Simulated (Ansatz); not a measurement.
**Cost and result for the equilibrium volume of SiC**

The structure is hexagonal, space group P6_3mc (No. 186). Conventional cell: a = 3.076 Å, b = 3.076 Å, c = 5.048 Å, α = 90.00°, β = 90.00°, γ = 120.00°. Si (site symmetry 3m) is surrounded by 4 C at 1.87 to 1.94 Å. C (site symmetry 3m) is surrounded by 4 Si at 1.87 to 1.94 Å.

```csv
rung,level,program and potentials,cutoff (eV),k mesh,core time,chip,equilibrium volume (Å³/atom),notes
GGA,BPBE,"Ansatz, Ansatz PAW",420,10 × 10 × 5,12 s,Arm Neoverse V2,10.51,"potentials made for PBE, which Ansatz adapts in part"
GGA + dispersion,PBEsol+D3(BJ),"Ansatz, Ansatz PAW",420,10 × 10 × 5,13 s,Arm Neoverse V2,10.16,"potentials made for PBE, which Ansatz adapts in part"
LDA,SVWN5,"Ansatz, Ansatz PAW",420,10 × 10 × 5,13 s,Arm Neoverse V2,10.14,"potentials made for PBE, which Ansatz adapts in part"
GGA + dispersion,RPBE+D3(BJ),"Ansatz, Ansatz PAW",420,10 × 10 × 5,13 s,Intel Xeon Ice Lake,9.63,"potentials made for PBE, which Ansatz adapts in part"
GGA,RPBE,"Ansatz, Ansatz PAW",420,10 × 10 × 5,14 s,Arm Neoverse V2,(a),"potentials made for PBE, which Ansatz adapts in part"
GGA,PBE,"Ansatz, Ansatz PAW",420,10 × 10 × 5,19 s,Arm Neoverse V1,10.50,-
GGA,PBEsol,"Ansatz, Ansatz PAW",420,10 × 10 × 5,21 s,Intel Xeon Skylake/Cascade Lake,(b),"potentials made for PBE, which Ansatz adapts in part"
non-local van der Waals functional,rPW86-PBE+rVV10,"Ansatz, Ansatz PAW",420,10 × 10 × 5,24 s,Arm Neoverse V1,10.61,"potentials made for PBE, which Ansatz adapts in part"
GGA + dispersion,BLYP+D3(BJ),"Ansatz, Ansatz PAW",420,10 × 10 × 5,25 s,Intel Xeon Skylake/Cascade Lake,10.24,"potentials made for PBE, which Ansatz adapts in part"
meta-GGA + dispersion,r2SCAN+D4,"Ansatz, Ansatz PAW",500,10 × 10 × 5,31 s,Arm Neoverse V1,10.27,"potentials made for PBE, which Ansatz adapts in part"
meta-GGA + dispersion,r2SCAN+rVV10,"Ansatz, Ansatz PAW",500,10 × 10 × 5,32 s,AMD EPYC 7B13 Zen 3,(c),"potentials made for PBE, which Ansatz adapts in part"
hybrid,PBE0,"Ansatz, Ansatz PAW",420,5 × 5 × 3,42 s,Intel Xeon 6975P-C Granite Rapids,10.28,"coarse mesh; potentials made for PBE, which Ansatz adapts in part"
hybrid,HSE03,"Ansatz, Ansatz PAW",420,5 × 5 × 3,44 s,Intel Xeon 6975P-C Granite Rapids,10.30,"coarse mesh; potentials made for PBE, which Ansatz adapts in part"
hybrid,HSE06,"Ansatz, Ansatz PAW",420,5 × 5 × 3,78 s,Arm Neoverse V1,10.29,"coarse mesh; potentials made for PBE, which Ansatz adapts in part"
Hartree-Fock,HF,"Ansatz, Ansatz PAW",420,5 × 5 × 3,85 s,Intel Xeon Skylake/Cascade Lake,10.41,"coarse mesh; potentials made for PBE, which Ansatz adapts in part"
hybrid,HISS,"Ansatz, Ansatz PAW",420,5 × 5 × 3,93 s,Arm Neoverse V2,10.14,"coarse mesh; potentials made for PBE, which Ansatz adapts in part"
hybrid,r2SCANh,"Ansatz, Ansatz PAW",500,5 × 5 × 3,99 s,Arm Neoverse V1,10.28,"coarse mesh; potentials made for PBE, which Ansatz adapts in part"
```

Times are single runs on shared hosts and different chips, so they are rough; meshes, cutoffs and the tasks' sizes weigh on the time. Task: relaxation of cell and atoms. All rows: no spin polarisation. Meshes differ between rows, which moves values too. Meshes are those of the run's cell of 4 atoms unless a note names another. Relaxations start from the cell shown or near it and stop with a little pressure left. Runs on faulty files, with rough fits or with known faults for this quantity aren't shown. No row holds spin-orbit coupling.

**Question.** Estimate the values left out from the other rows.

**Answer.** (a) 10.66 Å³/atom; (b) 10.34 Å³/atom; (c) 10.31 Å³/atom.
